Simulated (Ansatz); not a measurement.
# MgB2 (P6/mmm) in Ansatz: band structure with HSE06

Aim: the band structure of MgB2 with HSE06.

Everything below comes from runs of Ansatz 0.2.0. Logs are shortened: lines on timing, memory, paths and dates and some standing lists are left out, and cuts for length are marked.

### 1 The structure

It takes space group P6/mmm (No. 191, hexagonal). Conventional cell: a = 3.085 Å, b = 3.085 Å, c = 3.523 Å, α = 90.00°, β = 90.00°, γ = 120.00°. Mg (site symmetry 6/mmm) has 12 B at 2.51 Å as nearest neighbours. Around B (site symmetry -6m2) lie 3 B at 1.78 Å.

### 2 Band structure, HSE06

Contents of input:

```
crystal:
  lattice:
    - [3.085, 0.0, 0.0]
    - [-1.5425, 2.6716883707, 0.0]
    - [0.0, 0.0, 3.523]
  atoms:
    - { symbol: Mg, position: [0.0, 0.0, 0.0] }
    - { symbol: B, position: [0.6666666667, 0.3333333333, 0.5] }
    - { symbol: B, position: [0.3333333333, 0.6666666667, 0.5] }
hamiltonian:
  xc: hse06
  pseudopotentials: { kind: paw }
kpoints:
  mp_grid: { grid: [8, 8, 6] }
  band_path:
    path:
      - [[0.0, 0.0, 0.0], [0.5, 0.0, 0.0], [0.3333333333, 0.3333333333, 0.0], [0.0, 0.0, 0.0], [0.0, 0.0, 0.5], [0.5, 0.0, 0.5], [0.3333333333, 0.3333333333, 0.5], [0.0, 0.0, 0.5]]
      - [[0.5, 0.0, 0.5], [0.5, 0.0, 0.0]]
      - [[0.3333333333, 0.3333333333, 0.0], [0.3333333333, 0.3333333333, 0.5]]
    npoints: 4
scf:
  occupations: { method: fermi_dirac, width: 0.05 }
  n_extra_bands: 7
output:
  forces: true
  stress: true
  eigenvalues: true
  fatbands: false
```

Potentials or basis: Ansatz PAW.

Standard output:

```text
Warning: output.stress: scf.convergence.dr2_threshold = 1e-7 eV (the SCF's general default) is looser than the 3e-10 eV advised for a printed stress (1e-10 eV for each atom of the cell: 3). What an SCF threshold leaves in a stress goes as its square root, and in the free energy as the threshold itself, and one threshold admits the most on a small cell: of the crystals measured, under no hybrid functional and no lock of the moments, on runs that ended without the residual-converged pass, on stresses that held no estimate of that error, the worst erred by over 100 MPa in a component at 1e-7 eV an atom and by under 5 at 1e-10. Set scf.convergence.dr2_threshold to 3e-10 eV or tighter. The threshold is an SCF's pass mark: one that does not reach it within its budget of iterations ends unconverged, or closes short of it on a stop that the run arms, and scf.convergence.dr2_threshold's page says what that costs each kind of run
Warning: output.stress: scf.exx.energy_threshold = 1e-6 eV is looser than the 3e-8 eV advised for a stress under a hybrid functional (1e-8 eV for each atom of the cell: 3). Every SCF of the exchange loop can meet its threshold on dr2 while the loop round them stops early: no threshold on dr2 bounds what that leaves in the stress. Set scf.exx.energy_threshold to 3e-8 eV or tighter. The threshold is the loop's pass mark: a loop that does not reach it within its budget of cycles ends unconverged, and scf.exx.energy_threshold's page has the law
scf.n_extra_bands = 7 over 8 filled bands (N_el = 16.0): the run solves 15 bands
GPUs: using 1 of 1 available (devices: 1).
Engine: ansatz 0.2.0, x86_64-unknown-linux-gnu
Pseudopotentials: kind: paw
Pseudopotential: Mg, paw, valence charge 10, recommended cutoff 420 eV (normal), Mg.paw.azcp
Pseudopotential: B, paw, valence charge 3, recommended cutoff 420 eV (normal), B.paw.azcp
Functional definition: HSE06
  parameter a = 0.25
  parameter omega = 0.11/bohr
  exchange = pbe_x - a*pbe_x_sr(omega) + a*exact_x_sr(omega)
  correlation = pbe_c
device memory: the entry about to start is reckoned to put 0.7 GiB on a device that reports 51.9 GiB free (of which the cap on the GPU budget leaves the run 18.0 GiB)
GPU FFT provider: cuFFT
GPU libraries: cuBLAS 13.8.2, cuFFT 12.4.0, cuSOLVER 12.3.4
Crystal: 3 atoms, lattice volume = 29.037 Å³
Basis set: ecut = 420 eV, 563 PW (Γ), exchange–correlation on 48×48×48 points (8 copies of the dense FFT grid, shifted against one another)
Bands: 15, of which v1, the nominal top of the filled ones, is band 8 counted from 1 (7 counted from 0)
Symmetry: 24 space group operations
Space group: P6/mmm (ITA 191), of the structure as read, at distance tolerance 3.1e-5 Å
k-points: 40 of 384
Non-local potential: Mg, projectors of the file, l = 0: 3, l = 1: 2, l = 2: 1
Non-local potential: B, projectors of the file, l = 0: 2, l = 1: 2, l = 2: 1
PAW form: soft (Blöchl's): semilocal exchange-correlation on the pseudo side does not see the compensation charge
PAW frozen core: Mg, regenerated for the run's functional, and the local potential with it (the file was generated under x = pbe(κ = 0.804, μ = 0.2195149727645171), c = pbe(β = 0.06672455060314922))
PAW frozen core: B, regenerated for the run's functional, and the local potential with it (the file was generated under x = pbe(κ = 0.804, μ = 0.2195149727645171), c = pbe(β = 0.06672455060314922))
PAW one-centre angular grid: Mg, 110 points (default); XC on 96 Gauss nodes
PAW one-centre angular grid: B, 110 points (default); XC on 64 Gauss nodes
Initial density: superposition of atomic densities (neutral atoms: chi_scale 0, normalization atom), corrected by the library's trained network
Initial wavefunctions: pseudopotential atomic-orbital guess
GPU buffer pool allocated for 13824 grid points (all kernels)
GPU transforms: local potential and band sums: pruned to the plane-wave sphere, on 24×24×24
Functional: x = pbe(κ = 0.804, μ = 0.2195149727645171), c = pbe(β = 0.06672455060314922), warm-up for x = pbe(κ = 0.804, μ = 0.2195149727645171) + 0.25 (exact − pbe) at short range (hse, ω = 0.20786987370883472 Å⁻¹), c = pbe(β = 0.06672455060314922); HSE06 as pw.x's `hse` composes it (authors' and Libxc's form: `xc: wpbeh`)
SCF iter   1: F=—  HF=-2236.012756 eV  |F-HF|=—  |Δ(HF+E_count)|=         —  Δρ=1.41e-3  dr2=3.10e-4  ethr=1.77e-3  ⟨swp⟩=8.7  Hψ=2817  notcnv=0
preconditioner: auto → none  [metal: Δε(μ)=0.110 eV  Ē_g=13.794 eV  σ=0.050 eV  W_gap=0.49  n_scr=8 (ndim 8)  ℏωp=19.5 eV  f_vac=0.000  D(μ)=1.29/eV (n_scr^D=8)  sad-step TF]
SCF iter   2: F=—  HF=-2236.012881 eV  |F-HF|=—  |Δ(HF+E_count)|=   1.24e-4  Δρ=8.82e-4  dr2=1.34e-4  ethr=1.94e-6  ⟨swp⟩=4.5  Hψ=1389  notcnv=0  defer=10
iter 3 solved again at ethr=4.87e-9 eV; its pass at ethr=8.35e-7 eV (dr2=7.79e-7 eV) is discarded
SCF iter   3: F=—  HF=-2236.012935 eV  |F-HF|=—  |Δ(HF+E_count)|=   5.50e-5  Δρ=6.91e-5  dr2=7.39e-7  ethr=4.87e-9  ⟨swp⟩=4.0  Hψ=2212  notcnv=0
SCF iter   4: F=—  HF=-2236.012936 eV  |F-HF|=—  |Δ(HF+E_count)|=   3.92e-7  Δρ=1.74e-5  dr2=8.22e-8  ethr=4.62e-9  ⟨swp⟩=3.0  Hψ=1105  notcnv=0
SCF iter   5: F=—  HF=-2236.012936 eV  |F-HF|=—  |Δ(HF+E_count)|=   2.77e-8  Δρ=5.81e-6  dr2=1.96e-8  ethr=5.14e-10  ⟨swp⟩=3.0  Hψ=1178  notcnv=0
SCF iter   6: F=-2236.012936 eV  HF=-2236.012936 eV  |F-HF|=7.09e-11  |Δ(HF+E_count)|=   5.40e-9  Δρ=9.23e-7  dr2=1.00e-10  ethr=1.22e-10  ⟨swp⟩=2.8  Hψ=959  notcnv=0
SCF 1 converged in 6 iterations: F = -2236.012936 eV  dr2 = 1.00e-10
device memory: the entry about to start is reckoned to put 1.3 GiB on a device that reports 50.7 GiB free (of which the cap on the GPU budget leaves the run 18.0 GiB)
GPU FFT provider: cuFFT
GPU libraries: cuBLAS 13.8.2, cuFFT 12.4.0, cuSOLVER 12.3.4
Initial density: handed on by an earlier stage of this run
Initial wavefunctions: those handed on with the density
GPU buffer pool allocated for 13824 grid points (all kernels)
GPU transforms: local potential and band sums: pruned to the plane-wave sphere, on 24×24×24
Functional: x = pbe(κ = 0.804, μ = 0.2195149727645171) + 0.25 (exact − pbe) at short range (hse, ω = 0.20786987370883472 Å⁻¹), c = pbe(β = 0.06672455060314922); HSE06 as pw.x's `hse` composes it (authors' and Libxc's form: `xc: wpbeh`)
Exchange kernel: α = 0.2500, screened, ω = 0.2079 Å⁻¹, Wigner–Seitz truncation, v(0) = 1046.5487 eV·Å³, q-mesh 8×8×6, nearest image of the exchange supercell L = 21.14 Å, pair-density grid 15×15×15, without the augmentation charges, whose exchange is taken in its separable form by FFT convolution over the k-point mesh (sized by the pseudopotential files, 18×18×24 at the most), smooth part of the exact exchange by density-matrix convolution in up to 2.47 GiB of GPU memory as planned if the GPU has room (build and FFT work areas not counted)
Frozen-core exchange: fock
iter 1 solved again at ethr=4.49e-5 eV; its pass at ethr=1.00e-1 eV (dr2=7.18e-3 eV) is discarded
SCF iter   1: F=—  HF=-2236.490682 eV  |F-HF|=—  |Δ(HF+E_count)|=         —  Δρ=6.20e-3  dr2=7.96e-3  ethr=4.49e-5  ⟨swp⟩=4.4  Hψ=3003  notcnv=0
preconditioner: auto → none  [metal: Δε(μ)=0.104 eV  Ē_g=15.513 eV  σ=0.050 eV  W_gap=0.48  n_scr=8 (ndim 8)  ℏωp=19.5 eV  f_vac=0.000  D(μ)=0.52/eV (n_scr^D=2)]
SCF iter   2: F=—  HF=-2236.486846 eV  |F-HF|=—  |Δ(HF+E_count)|=   3.84e-3  Δρ=2.27e-3  dr2=2.11e-3  ethr=4.49e-5  ⟨swp⟩=2.2  Hψ=936  notcnv=0
SCF iter   3: F=—  HF=-2236.492970 eV  |F-HF|=—  |Δ(HF+E_count)|=   6.12e-3  Δρ=1.55e-3  dr2=7.51e-4  ethr=4.27e-6  ⟨swp⟩=3.6  Hψ=1250  notcnv=0
SCF iter   4: F=—  HF=-2236.492726 eV  |F-HF|=—  |Δ(HF+E_count)|=   2.44e-4  Δρ=2.14e-4  dr2=4.73e-5  ethr=3.74e-6  ⟨swp⟩=3.0  Hψ=1150  notcnv=0
SCF iter   5: F=—  HF=-2236.492920 eV  |F-HF|=—  |Δ(HF+E_count)|=   1.94e-4  Δρ=2.47e-4  dr2=1.79e-5  ethr=3.85e-8  ⟨swp⟩=3.7  Hψ=1411  notcnv=0
SCF iter   6: F=-2236.492914 eV  HF=-2236.492915 eV  |F-HF|=3.76e-8  |Δ(HF+E_count)|=   5.66e-6  Δρ=1.83e-5  dr2=3.13e-6  ethr=3.85e-8  ⟨swp⟩=3.0  Hψ=1067  notcnv=0
SCF 2 stopped early in 6 iterations: F = -2236.492914 eV  dr2 = 3.13e-6
hybrid outer 1: dexx = +7.285e-3 eV, tail = 2.36e-5 eV
GPU FFT provider: cuFFT
GPU libraries: cuBLAS 13.8.2, cuFFT 12.4.0, cuSOLVER 12.3.4
GPU buffer pool allocated for 13824 grid points (all kernels)
GPU transforms: local potential and band sums: pruned to the plane-wave sphere, on 24×24×24
Exchange kernel: α = 0.2500, screened, ω = 0.2079 Å⁻¹, Wigner–Seitz truncation, v(0) = 1046.5487 eV·Å³, q-mesh 8×8×6, nearest image of the exchange supercell L = 21.14 Å, pair-density grid 15×15×15, without the augmentation charges, whose exchange is taken in its separable form by FFT convolution over the k-point mesh (sized by the pseudopotential files, 18×18×24 at the most), smooth part of the exact exchange by density-matrix convolution in up to 2.47 GiB of GPU memory as planned if the GPU has room (build and FFT work areas not counted)
Frozen-core exchange: fock
SCF iter   1: F=—  HF=-2236.492825 eV  |F-HF|=—  |Δ(HF+E_count)|=         —  Δρ=3.92e-5  dr2=4.39e-7  ethr=7.37e-7  ⟨swp⟩=3.9  Hψ=1367  notcnv=0
preconditioner: auto → none  [insulator: Δε(μ)=0.152 eV  Ē_g=15.506 eV  σ=0.050 eV  W_gap=0.63  n_scr=8 (ndim 8)  ℏωp=19.5 eV  f_vac=0.000  D(μ)=0.43/eV (n_scr^D=0)]
SCF iter   2: F=—  HF=-2236.492824 eV  |F-HF|=—  |Δ(HF+E_count)|=   1.16e-7  Δρ=1.15e-5  dr2=5.29e-8  ethr=2.42e-9  ⟨swp⟩=3.8  Hψ=1297  notcnv=0
SCF iter   3: F=-2236.492825 eV  HF=-2236.492825 eV  |F-HF|=7.23e-9  |Δ(HF+E_count)|=   1.69e-7  Δρ=6.37e-6  dr2=1.07e-8  ethr=1.17e-10  ⟨swp⟩=4.2  Hψ=1704  notcnv=0  defer=4
SCF 3 converged in 3 iterations: F = -2236.492825 eV  dr2 = 1.07e-8
  Residual-converged pass: ⟨swp⟩=2.4  Hψ=926  notcnv=0  max |occ|·‖R‖ = 2.4e-6 eV (tolerance 2.4e-6 eV)  dr2=1.07e-8  dr2_onsite=1.01e-9  max |Δocc| = 1.4e-12
hybrid outer 2: dexx = +1.895e-7 eV, tail = 3.13e-8 eV, Δε = 2.48e-3 eV (about 1.80e-4 eV left of the loop's levels)
device memory: the entry about to start is reckoned to put 0.3 GiB on a device that reports 49.7 GiB free (of which the cap on the GPU budget leaves the run 18.0 GiB)
NSCF: frozen V_eff on 39 k-points, pencils in batches of 32, up to order 68
hybrid SCF converged: 2 outer / 9 inner (+6 warm-up), last move |dexx| = 1.90e-7 eV, tail = 3.13e-8 eV
Stability not checked: this state was not tested for a lower state beside it, because the functional holds exact exchange (a hybrid, or Hartree-Fock), whose exchange loop this test does not read (fock_operator; see scf.lower_state_search)
Free energy (F): -2236.492825 eV
Frozen-core exchange: fock
Harris-Foulkes:  -2236.492825 eV  (|F-HF|=7.23e-9)
Internal energy: -2236.488839 eV  (E = F + TS)
E sigma→0 (E₀):  -2236.490832 eV
Entropy (-TS):   -0.003986 eV (-1.329 meV/atom)
Fermi energy:    9.106057 eV
--- Per-component energies (eV) ---
  E_band       = -334.206477
  E_kinetic    = 173.665412
  E_local      = -1521.152129  (includes V_loc(G=0)·N_el)
  E_nonlocal   = 116.878088
  E_hartree    = 542.198774
  E_xc         = -77.261909
  E_vxc        = -93.228044  (∫ρ·V_xc dr)
  E_exx        = -61.846507  (= α·E_x^exact, valence–valence)
  E_paw        = -404.049523  (= ΣΔE_a)
  E_vpaw       = 28.923731  (= ΣTr[D̂ρ^β])
  E_aug_tail   = -0.000013  (compensation charges beyond the density's cutoff)
  E_ewald      = -1004.861037
  E_core_change = -0.059994  (= ΣΔE_core)
  E_smearing   = -0.003986  (= −TS)
  E_closure    = -0.000000  (closes the sum)
  Σ components = -2236.492825   (vs F -2236.492825, Δ=0.00e0)
--- Forces (eV/Å), atoms counted from 1 ---
  atom   1  Mg    -0.00000000    -0.00000000     0.00000000
  atom   2  B      0.00000000     0.00000000     0.00000000
  atom   3  B      0.00000000    -0.00000000     0.00000000
  max |Σ_I F_I| component: 9.25e-18 eV/Å
--- Stress (GPa, compression-positive) ---
       -1.764764       0.000000       0.000000
        0.000000      -1.764764       0.000000
        0.000000       0.000000      -3.309594
  P = ⅓ Tr σ = -2.2797 GPa (-22.797 kbar)
--- Band table (eV; the first three rows and the last of 40) ---
  k-point 0: bands = ["-71.5060", "-36.3996", "-36.3996", "-36.3817", "-5.0271", "5.7236", "9.2459", "9.2459", "11.1403", "16.1560", "16.1560", "18.1043", "20.4970", "22.7837", "26.2930"]
  k-point 1: bands = ["-71.5059", "-36.3995", "-36.3995", "-36.3837", "-4.7673", "4.0449", "9.3467", "9.3467", "13.3876", "16.2410", "16.2410", "18.1300", "20.3907", "23.0154", "24.5492"]
  k-point 2: bands = ["-71.5058", "-36.3992", "-36.3992", "-36.3877", "-4.1007", "1.7444", "9.5613", "9.5613", "16.4250", "16.4250", "17.3716", "18.1878", "20.1783", "22.6618", "22.6618"]
  k-point 39: bands = ["-71.5017", "-36.4308", "-36.4202", "-36.3818", "1.0819", "1.7565", "3.8236", "6.1010", "7.5849", "13.6242", "19.8221", "23.2051", "23.3254", "24.0243", "24.4230"]
```

Run time: 55 s. Hardware: 1 × NVIDIA H100 80GB HBM3 with 2 threads of AMD EPYC 7R13 (Zen 3), shared host; peak memory 2.1 GiB.

Results:

```
Free energy            : -2236.4928 eV
Pressure               : -2.3 GPa
Band gap on the k mesh : none (metal or under the smearing width)
```

Levels at the corners of the path, in eV from the Fermi level:
| point | band 5 | band 6 | band 7 | band 8 | band 9 | band 10 | band 11 | band 12 |
| --- | --- | --- | --- | --- | --- | --- | --- | --- |
| Γ | -14.13 | -3.38 | 0.14 | 0.14 | 2.03 | 7.05 | 7.05 | 9.00 |
| M | -9.86 | -8.99 | -2.72 | 0.34 | 3.66 | 4.43 | 5.91 | 7.92 |
| K | -8.43 | -8.43 | -6.72 | 2.21 | 2.21 | 6.85 | 6.85 | 9.59 |
| Γ | -14.13 | -3.38 | 0.14 | 0.14 | 2.03 | 7.05 | 7.05 | 9.00 |
| A | -12.73 | -8.43 | 0.57 | 0.57 | 7.42 | 7.42 | 9.12 | 10.96 |
| L | -8.78 | -7.97 | -4.03 | -2.39 | -1.28 | 6.40 | 9.64 | 9.78 |
| H | -7.44 | -7.44 | -5.99 | -2.20 | -2.20 | 4.10 | 12.64 | 13.18 |
| A | -12.73 | -8.43 | 0.57 | 0.57 | 7.42 | 7.42 | 9.12 | 10.96 |
| L | -8.78 | -7.97 | -4.03 | -2.39 | -1.28 | 6.40 | 9.64 | 9.78 |
| M | -9.86 | -8.99 | -2.72 | 0.34 | 3.66 | 4.43 | 5.91 | 7.92 |
| K | -8.43 | -8.43 | -6.72 | 2.21 | 2.21 | 6.85 | 6.85 | 9.59 |
| H | -7.44 | -7.44 | -5.99 | -2.20 | -2.20 | 4.10 | 12.64 | 13.18 |

Caveat: the PAW data sets come from PBE, with cores solved anew for the run's functional, which leaves a small shift of forces and pressure; the thresholds are loose for stress.
